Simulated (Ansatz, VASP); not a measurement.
**MgO: VASP beside Ansatz**

```
Mg O
1.0
     3.10296    0.00000    0.00000
    -1.55148    2.68724    0.00000
     0.00000    0.00000    6.79557
Mg O
3 3
Direct
  0.00000 0.50000 0.16667
  0.50000 0.50000 0.83333
  0.50000 0.00000 0.50000
  0.50000 0.50000 0.33333
  0.50000 0.00000 0.00000
  0.00000 0.50000 0.66667
```

Alike in both runs: task relaxation of cell and atoms; functional PBE; k mesh 6 × 6 × 4; occupations gaussian, width 0.1 eV; no spin polarisation.

```csv
,VASP,Ansatz
version,VASP 6.6.1,Ansatz 0.2.0
potentials or method,"VASP PAW PBE potentials, release 64 (Mg, O)","scalar-relativistic, plane waves, PAW"
plane-wave cutoff (eV),600,420
valence electrons in the cell,24,48
```

```tsv
	VASP	Ansatz	Ansatz less VASP
gap on the k mesh at the Fermi level, each at its own relaxed structure (eV)	3.03	3.03	-0.007
relaxed volume (Å³/atom)	10.81	10.86	+0.050
relaxed cell length with the largest relative difference (Å)	3.111	3.116	+0.0056
energy change over the relaxation (meV/atom)	-199	-204	-4.3
```

The two sets of potentials don't hold the same shells in valence.

A k mesh can miss the band edges. PBE gaps usually lie below the measured ones, often by a third to a half.
